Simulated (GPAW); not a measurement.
# SnSe2 (P-3m1) in GPAW: settings compared

The runs below take SnSe2 through relaxation of cell and atoms, single point, with revPBE, PBE.

All numbers are computed with GPAW 26.7.0; they aren't measurements. Logs are shortened: lines on timing, memory, paths and dates and some standing lists are left out, and cuts for length are marked. The log counts tension as positive stress, the text compression.

## Step 1: Starting point

It takes space group P-3m1 (No. 164, trigonal). The conventional cell has a = 3.811 Å, b = 3.811 Å, c = 6.136 Å, α = 90.00°, β = 90.00°, γ = 120.00°. Sn (site symmetry -3m) has 6 Se at 2.68 Å as nearest neighbours. Se (site symmetry 3m) is surrounded by 3 Sn at 2.68 Å.

## Step 2: Relaxation of cell and atoms, revPBE

File run.py:

```python
from ase.filters import FrechetCellFilter
from ase.io import read, write
from ase.optimize import LBFGS
from gpaw import GPAW, PW

atoms = read('SnSe2.xyz')

calc = GPAW(mode=PW(600),
            xc='revPBE',
            kpts={'size': (6, 6, 3), 'gamma': True},
            occupations={'name': 'fermi-dirac', 'width': 0.05},
            nbands=24,
            convergence={'density': 1e-06, 'energy': 1e-06, 'eigenstates': 1e-10},
            maxiter=150,
            txt='gpaw.txt')
atoms.calc = calc
opt = LBFGS(FrechetCellFilter(atoms), trajectory='relax.traj', logfile='-')
done = opt.run(fmax=0.02, steps=100)
calc.write('gs.gpw')
write('result.traj', atoms)
print('Converged:', done)
print('Cell:', atoms.cell.cellpar().round(4))
print('Volume:', round(atoms.get_volume(), 4))
print(atoms.get_scaled_positions().round(5))
```

File SnSe2.xyz:

```xyz
3
Lattice="3.8110000000 0.0000000000 0.0000000000 -1.9055000000 3.3004228138 0.0000000000 0.0000000000 0.0000000000 6.1360000000" Properties=species:S:1:pos:R:3 pbc="T T T"
Sn     0.0000000000      0.0000000000      0.0000000000
Se     1.9055000002      1.1001409378      4.6081360000
Se    -0.0000000002      2.2002818760      1.5278640000
```

Potentials or basis: the program's PAW data sets (release 1.2.1) made for this functional, pw.

On the command line:

```sh
$ OMP_NUM_THREADS=1 python run.py
```

gpaw.txt:

```text
__  _  _
 | _ |_)|_||  |
 |__||  | ||/\| - 26.7.0

Input parameters:
  mode=PW(ecut=600.0),
  convergence={'density': 1e-06, 'energy': 1e-06, 'eigenstates': 1e-10},
  kpts=MonkhorstPack(size=(6, 6, 3), gamma=True),
  maxiter=150,
  nbands=24,
  occupations=Occupations(name='fermi-dirac', width=0.05),
  xc=XC(name='revPBE')

Diagonalizing LCAO Hamiltonian
Converting LCAO to pw mode

             Se

         Se

       Sn

Atoms  # Å, Bohr magnetons
|   | symbol |         x |        y |        z |    initial magnetic moments |
|---|--------|-----------|----------|----------|-----------------------------|
| 0 |     Sn |  0.000000 | 0.000000 | 0.000000 | ( 0.0000,  0.0000,  0.0000) |
| 1 |     Se |  1.905500 | 1.100141 | 4.608136 | ( 0.0000,  0.0000,  0.0000) |
| 2 |     Se | -0.000000 | 2.200282 | 1.527864 | ( 0.0000,  0.0000,  0.0000) |

Unit cell  # Å
| periodic |         x |        y |        z |  lengths |     angles |
|----------|-----------|----------|----------|----------|------------|
|      yes |  3.811000 | 0.000000 | 0.000000 | 3.811000 |  90.000000 |
|      yes | -1.905500 | 3.300423 | 0.000000 | 3.811000 |  90.000000 |
|      yes |  0.000000 | 0.000000 | 6.136000 | 6.136000 | 120.000000 |

Number of symmetries: 12
Symmetry operations  # r_c * U_cc + t_c -> r_c
|    | kind |            matrix            |
|----|------|------------------------------|
|  0 |  σ   |  1, 1, 0,  0,-1, 0,  0, 0, 1 |
|  1 |  S6  |  1, 1, 0, -1, 0, 0,  0, 0,-1 |
|  2 |  E   |  1, 0, 0,  0, 1, 0,  0, 0, 1 |
|  3 |  C2  |  1, 0, 0, -1,-1, 0,  0, 0,-1 |
|  4 |  C2  |  0, 1, 0,  1, 0, 0,  0, 0,-1 |
|  5 |  C3  |  0, 1, 0, -1,-1, 0,  0, 0, 1 |
|  6 |  S6  |  0,-1, 0,  1, 1, 0,  0, 0,-1 |
|  7 |  σ   |  0,-1, 0, -1, 0, 0,  0, 0, 1 |
|  8 |  σ   | -1, 0, 0,  1, 1, 0,  0, 0, 1 |
|  9 |  i   | -1, 0, 0,  0,-1, 0,  0, 0,-1 |
| 10 |  C3  | -1,-1, 0,  1, 0, 0,  0, 0, 1 |
| 11 |  C2  | -1,-1, 0,  0, 1, 0,  0, 0,-1 |
[... 204 lines left out ...]
Forces  # eV/Ang
|        x |        y |        z |
|----------|----------|----------|
| -0.00000 |  0.00000 |  0.00000 |  # Sn   0
|  0.00000 | -0.00000 | -0.76584 |  # Se   1
|  0.00000 |  0.00000 |  0.76584 |  # Se   2

Interpolating wave functions to new cell

             Se

         Se

       Sn

Atoms  # Å, Bohr magnetons
|   | symbol |         x |        y |        z |    initial magnetic moments |
|---|--------|-----------|----------|----------|-----------------------------|
| 0 |     Sn | -0.000000 | 0.000000 | 0.000000 | ( 0.0000,  0.0000,  0.0000) |
| 1 |     Se |  1.914578 | 1.105382 | 4.624569 | ( 0.0000,  0.0000,  0.0000) |
| 2 |     Se | -0.000000 | 2.210765 | 1.547967 | ( 0.0000,  0.0000,  0.0000) |

Unit cell  # Å
| periodic |         x |         y |         z |  lengths |     angles |
|----------|-----------|-----------|-----------|----------|------------|
|      yes |  3.829157 | -0.000000 | -0.000000 | 3.829157 |  90.000000 |
|      yes | -1.914578 |  3.316147 |  0.000000 | 3.829157 |  90.000000 |
|      yes | -0.000000 |  0.000000 |  6.172536 | 6.172536 | 120.000000 |

Number of symmetries: 12
Symmetry operations  # r_c * U_cc + t_c -> r_c
|    | kind |            matrix            |
|----|------|------------------------------|
|  0 |  σ   |  1, 1, 0,  0,-1, 0,  0, 0, 1 |
|  1 |  S6  |  1, 1, 0, -1, 0, 0,  0, 0,-1 |
|  2 |  E   |  1, 0, 0,  0, 1, 0,  0, 0, 1 |
|  3 |  C2  |  1, 0, 0, -1,-1, 0,  0, 0,-1 |
|  4 |  C2  |  0, 1, 0,  1, 0, 0,  0, 0,-1 |
|  5 |  C3  |  0, 1, 0, -1,-1, 0,  0, 0, 1 |
|  6 |  S6  |  0,-1, 0,  1, 1, 0,  0, 0,-1 |
|  7 |  σ   |  0,-1, 0, -1, 0, 0,  0, 0, 1 |
|  8 |  σ   | -1, 0, 0,  1, 1, 0,  0, 0, 1 |
|  9 |  i   | -1, 0, 0,  0,-1, 0,  0, 0,-1 |
| 10 |  C3  | -1,-1, 0,  1, 0, 0,  0, 0, 1 |
| 11 |  C2  | -1,-1, 0,  0, 1, 0,  0, 0,-1 |
[... 684 lines left out ...]
Gap: 0.703 eV
Transition (v -> c):
  (s=0, k=3, n=12, [0.17, 0.00, 0.00]) -> (s=0, k=16, n=13, [0.50, 0.50, 0.33])
Direct/indirect transitions are different
Direct gap: 0.991 eV
Transition at: (s=0, k=0, n=12, [0.00, 0.00, 0.00])

Stress tensor  # eV/Ang^3
|         x |         y |         z |
|-----------|-----------|-----------|
| -0.003540 |  0.000000 |  0.000000 |
|  0.000000 | -0.003540 |  0.000000 |
|  0.000000 |  0.000000 | -0.004621 |

Forces  # eV/Ang
|       x |       y |        z |
|---------|---------|----------|
| 0.00000 | 0.00000 |  0.00000 |  # Sn   0
| 0.00000 | 0.00000 |  0.24169 |  # Se   1
| 0.00000 | 0.00000 | -0.24169 |  # Se   2

Interpolating wave functions to new cell

             Se

         Se

       Sn

Atoms  # Å, Bohr magnetons
|   | symbol |         x |         y |         z |    initial magnetic moments |
|---|--------|-----------|-----------|-----------|-----------------------------|
| 0 |     Sn |  0.000000 | -0.000000 | -0.000000 | ( 0.0000,  0.0000,  0.0000) |
| 1 |     Se |  1.954410 |  1.128379 |  4.724604 | ( 0.0000,  0.0000,  0.0000) |
| 2 |     Se | -0.000000 |  2.256759 |  1.609494 | ( 0.0000,  0.0000,  0.0000) |
[... 213 lines left out ...]
Gap: 0.702 eV
Transition (v -> c):
  (s=0, k=3, n=12, [0.17, 0.00, 0.00]) -> (s=0, k=16, n=13, [0.50, 0.50, 0.33])
Direct/indirect transitions are different
Direct gap: 0.953 eV
Transition at: (s=0, k=0, n=12, [0.00, 0.00, 0.00])

Stress tensor  # eV/Ang^3
|         x |         y |         z |
|-----------|-----------|-----------|
|  0.000590 | -0.000000 |  0.000000 |
| -0.000000 |  0.000590 | -0.000000 |
|  0.000000 | -0.000000 | -0.001516 |

Forces  # eV/Ang
|       x |        y |        z |
|---------|----------|----------|
| 0.00000 |  0.00000 |  0.00000 |  # Sn   0
| 0.00000 | -0.00000 |  0.29212 |  # Se   1
| 0.00000 | -0.00000 | -0.29212 |  # Se   2

Interpolating wave functions to new cell

             Se

         Se

       Sn

Atoms  # Å, Bohr magnetons
|   | symbol |         x |         y |         z |    initial magnetic moments |
|---|--------|-----------|-----------|-----------|-----------------------------|
| 0 |     Sn |  0.000000 | -0.000000 | -0.000000 | ( 0.0000,  0.0000,  0.0000) |
| 1 |     Se |  1.966175 |  1.135172 |  4.782162 | ( 0.0000,  0.0000,  0.0000) |
| 2 |     Se | -0.000000 |  2.270343 |  1.603326 | ( 0.0000,  0.0000,  0.0000) |

Unit cell  # Å
| periodic |         x |        y |        z |  lengths |     angles |
|----------|-----------|----------|----------|----------|------------|
|      yes |  3.932350 | 0.000000 | 0.000000 | 3.932350 |  90.000000 |
|      yes | -1.966175 | 3.405515 | 0.000000 | 3.932350 |  90.000000 |
|      yes |  0.000000 | 0.000000 | 6.385488 | 6.385488 | 120.000000 |

Number of symmetries: 12
Symmetry operations  # r_c * U_cc + t_c -> r_c
|    | kind |            matrix            |
|----|------|------------------------------|
|  0 |  σ   |  1, 1, 0,  0,-1, 0,  0, 0, 1 |
|  1 |  S6  |  1, 1, 0, -1, 0, 0,  0, 0,-1 |
|  2 |  E   |  1, 0, 0,  0, 1, 0,  0, 0, 1 |
|  3 |  C2  |  1, 0, 0, -1,-1, 0,  0, 0,-1 |
|  4 |  C2  |  0, 1, 0,  1, 0, 0,  0, 0,-1 |
|  5 |  C3  |  0, 1, 0, -1,-1, 0,  0, 0, 1 |
|  6 |  S6  |  0,-1, 0,  1, 1, 0,  0, 0,-1 |
|  7 |  σ   |  0,-1, 0, -1, 0, 0,  0, 0, 1 |
|  8 |  σ   | -1, 0, 0,  1, 1, 0,  0, 0, 1 |
|  9 |  i   | -1, 0, 0,  0,-1, 0,  0, 0,-1 |
| 10 |  C3  | -1,-1, 0,  1, 0, 0,  0, 0, 1 |
| 11 |  C2  | -1,-1, 0,  0, 1, 0,  0, 0,-1 |
[... 189 lines left out ...]
Gap: 0.730 eV
Transition (v -> c):
  (s=0, k=3, n=12, [0.17, 0.00, 0.00]) -> (s=0, k=16, n=13, [0.50, 0.50, 0.33])
Direct/indirect transitions are different
Direct gap: 0.905 eV
Transition at: (s=0, k=0, n=12, [0.00, 0.00, 0.00])

Stress tensor  # eV/Ang^3
|         x |         y |         z |
|-----------|-----------|-----------|
|  0.004983 |  0.000000 |  0.000000 |
| -0.000000 |  0.004983 | -0.000000 |
|  0.000000 | -0.000000 | -0.000265 |

Forces  # eV/Ang
|       x |        y |        z |
|---------|----------|----------|
| 0.00000 |  0.00000 |  0.00000 |  # Sn   0
| 0.00000 | -0.00000 |  0.28199 |  # Se   1
| 0.00000 |  0.00000 | -0.28199 |  # Se   2

Interpolating wave functions to new cell

             Se

         Se

       Sn

Atoms  # Å, Bohr magnetons
|   | symbol |         x |         y |         z |    initial magnetic moments |
|---|--------|-----------|-----------|-----------|-----------------------------|
| 0 |     Sn |  0.000000 | -0.000000 | -0.000000 | ( 0.0000,  0.0000,  0.0000) |
| 1 |     Se |  1.977747 |  1.141853 |  4.860272 | ( 0.0000,  0.0000,  0.0000) |
| 2 |     Se | -0.000000 |  2.283705 |  1.585789 | ( 0.0000,  0.0000,  0.0000) |
[... 198 lines left out ...]
|          9 |         3.268 |     2.000 |
|         10 |         3.539 |     2.000 |
[... 8 lines left out ...]
|         19 |        12.696 |     0.000 |
|         20 |        12.929 |     0.000 |
|        ... |               |           |
|         23 |        14.505 |     0.000 |

Gap: 0.775 eV
Transition (v -> c):
  (s=0, k=3, n=12, [0.17, 0.00, 0.00]) -> (s=0, k=16, n=13, [0.50, 0.50, 0.33])
Direct/indirect transitions are different
Direct gap: 0.863 eV
Transition at: (s=0, k=0, n=12, [0.00, 0.00, 0.00])

Stress tensor  # eV/Ang^3
|         x |        y |         z |
|-----------|----------|-----------|
|  0.007822 | 0.000000 |  0.000000 |
| -0.000000 | 0.007822 |  0.000000 |
|  0.000000 | 0.000000 | -0.002420 |

Forces  # eV/Ang
|        x |        y |        z |
|----------|----------|----------|
| -0.00000 |  0.00000 |  0.00000 |  # Sn   0
| -0.00000 | -0.00000 |  0.17768 |  # Se   1
|  0.00000 |  0.00000 | -0.17768 |  # Se   2

Interpolating wave functions to new cell

             Se

         Se

       Sn
[... 1461 lines left out ...]
Gap: 0.874 eV
Transition (v -> c):
  (s=0, k=3, n=12, [0.17, 0.00, 0.00]) -> (s=0, k=16, n=13, [0.50, 0.50, 0.33])
Direct/indirect transitions are different
Direct gap: 1.186 eV
Transition at: (s=0, k=16, n=12, [0.50, 0.50, 0.33])

Stress tensor  # eV/Ang^3
|         x |         y |         z |
|-----------|-----------|-----------|
| -0.007061 |  0.000000 |  0.000000 |
|  0.000000 | -0.007061 |  0.000000 |
|  0.000000 |  0.000000 | -0.009533 |

Forces  # eV/Ang
|       x |       y |        z |
|---------|---------|----------|
| 0.00000 | 0.00000 |  0.00000 |  # Sn   0
| 0.00000 | 0.00000 | -0.20039 |  # Se   1
| 0.00000 | 0.00000 |  0.20039 |  # Se   2

Interpolating wave functions to new cell

             Se

         Se

       Sn

Atoms  # Å, Bohr magnetons
|   | symbol |         x |         y |        z |    initial magnetic moments |
|---|--------|-----------|-----------|----------|-----------------------------|
| 0 |     Sn |  0.000000 | -0.000000 | 0.000000 | ( 0.0000,  0.0000,  0.0000) |
| 1 |     Se |  1.938814 |  1.119375 | 6.088284 | ( 0.0000,  0.0000,  0.0000) |
| 2 |     Se | -0.000000 |  2.238750 | 1.591615 | ( 0.0000,  0.0000,  0.0000) |
[... 971 lines left out ...]
Stress tensor  # eV/Ang^3
|        x |        y |         z |
|----------|----------|-----------|
| 0.000153 | 0.000000 |  0.000000 |
| 0.000000 | 0.000153 |  0.000000 |
| 0.000000 | 0.000000 | -0.000317 |

Forces  # eV/Ang
|        x |       y |        z |
|----------|---------|----------|
|  0.00000 | 0.00000 |  0.00000 |  # Sn   0
|  0.00000 | 0.00000 | -0.00682 |  # Se   1
| -0.00000 | 0.00000 |  0.00682 |  # Se   2

# Writing to gs.gpw (mode='')
```

Wall time 5.7 min (1 thread of AMD EPYC 7R43 (Zen 3), shared host); peak memory 0.28 GiB.

What came out:

* Free energy: -11.2796 eV
* Relaxed volume: 37.86 Å³/atom
* Relaxed cell: a = 3.902 Å, b = 3.902 Å, c = 8.613 Å, α = 90.00°, β = 90.00°, γ = 120.00°
* Space group after relaxing (to 0.05 Å): P-3m1 (No. 164)
* Energy gained by relaxing: 83.1 meV/atom
* Ionic steps: 17
* Pressure after relaxing: 0.0 GPa
* Largest force after relaxing: 0.007 eV/Å
* Band gap on the k mesh: 0.86 eV, indirect (least direct gap 1.14 eV)

Forces in eV/Å, atoms in the order of the input:
```
Sn   0.000  0.000  0.000
Se   0.000  0.000 -0.007
Se   0.000  0.000  0.007
```

Step by step:
```
step  energy change (eV)  largest force (eV/Å)  pressure (GPa)  volume (Å³)
   1              0.0000                0.7658            6.73        77.18
   2             -0.0584                0.4886            5.06        78.38
   3             -0.1342                0.1779            1.10        81.97
   4             -0.1378                0.2417            0.62        82.63
   5             -0.1439                0.2921            0.02        83.81
   6             -0.1527                0.2820           -0.52        85.51
   7             -0.1624                0.1777           -0.71        87.34
   8             -0.1683                0.0390           -0.46        88.27
   9             -0.1717                0.0569           -0.12        88.47
  10             -0.1764                0.1465            0.30        88.59
  11             -0.1856                0.2395            0.85        89.10
  12             -0.2013                0.2842            1.32        90.79
  13             -0.2213                0.2004            1.26        94.41
  14             -0.2379                0.0614            0.67       100.00
  15             -0.2460                0.0214            0.22       106.14
  16             -0.2485                0.0206            0.06       110.80
  17             -0.2492                0.0068            0.00       113.59
```

Final structure:
```
Sn Se
1.0
     3.90234    0.00000    0.00000
    -1.95117    3.37953    0.00000
     0.00000    0.00000    8.61296
Sn Se
1 2
Direct
  0.00000 0.00000 0.00000
  0.66667 0.33333 0.81521
  0.33333 0.66667 0.18479
```

Levels at points of the mesh, in eV from the valence-band top:
```csv
k point,band 10,band 11,band 12,band 13,band 14,band 15,band 16,band 17
"(0.00, 0.00, 0.00)",-0.46,-0.46,-0.09,-0.09,1.41,3.10,4.57,4.57
"(0.50, 0.50, 0.00)",-2.10,-2.10,-0.57,-0.28,0.88,4.12,5.74,5.77
```

Caveat: later steps reuse the first step's grids; the volume moved by over 15 % at a fixed basis, so the end points are rough; spin-orbit coupling is left out, which moves the levels of the heavy elements; an odd mesh through Γ misses points on the zone boundary, where band edges often lie; this functional lacks dispersion, which binds the layers, so the pressure and a relaxed spacing across them are unreliable, and here the layers came unbound; the volume moved by +47 % from the deposited cell, more than functionals usually miss. Zero-point motion and thermal expansion aren't in these numbers.

## Step 3: Single point, PBE

File run.py:

```python
from ase import Atoms
from ase.dft.bandgap import bandgap
from ase.io import write
from ase.units import GPa
from gpaw import GPAW, PW

atoms = Atoms(['Sn', 'Se', 'Se'],
              cell=[[3.811, 0.0, 0.0],
                    [-1.9055, 3.3004228138, 0.0],
                    [0.0, 0.0, 6.136]],
              scaled_positions=[[0.0, 0.0, 0.0],
                                [0.6666666667, 0.3333333333, 0.751],
                                [0.3333333333, 0.6666666667, 0.249]],
              pbc=True)

calc = GPAW(mode=PW(400),
            xc='PBE',
            kpts={'size': (7, 7, 4), 'gamma': True},
            occupations={'name': 'fermi-dirac', 'width': 0.05},
            nbands=24,
            maxiter=120,
            txt='gpaw.txt')
atoms.calc = calc
energy = atoms.get_potential_energy()
forces = atoms.get_forces()
stress = atoms.get_stress()
calc.write('gs.gpw')
write('result.traj', atoms)
print(f'Energy: {energy:.6f} eV')
print('Forces (eV/A):')
print(forces.round(4))
print('Stress (GPa):', (stress / GPa).round(3))
print('Fermi level:', round(calc.get_fermi_level(), 4), 'eV')
print(f'Gap: {bandgap(calc)[0]:.4f} eV, direct: {bandgap(calc, direct=True)[0]:.4f} eV')
```

Potentials or basis: GPAW PAW data sets (gpaw-data 1.2.1), pw.

On the command line:

```sh
$ OMP_NUM_THREADS=1 python run.py
```

It took 14 s on 1 thread of Arm Neoverse V2, shared host; peak memory 0.15 GiB.

The run converged, but some of its settings lie outside the range that counts as converged, so its numbers aren't taken as properties of the crystal.

What came out:

| Property | Result |
| --- | --- |
| Free energy | -11.8178 eV |
| Pressure | 3.8 GPa |
| Largest force | 0.761 eV/Å |
| Band gap on the k mesh | 0.82 eV, indirect (least direct gap 1.10 eV) |

Caveat: the cutoff is short for stress and forces, so pressures can be off by a GPa or more; spin-orbit coupling is left out, which moves the levels of the heavy elements; an odd mesh through Γ misses points on the zone boundary, where band edges often lie; this functional lacks dispersion, which binds the layers, so the pressure and a relaxed spacing across them are unreliable.
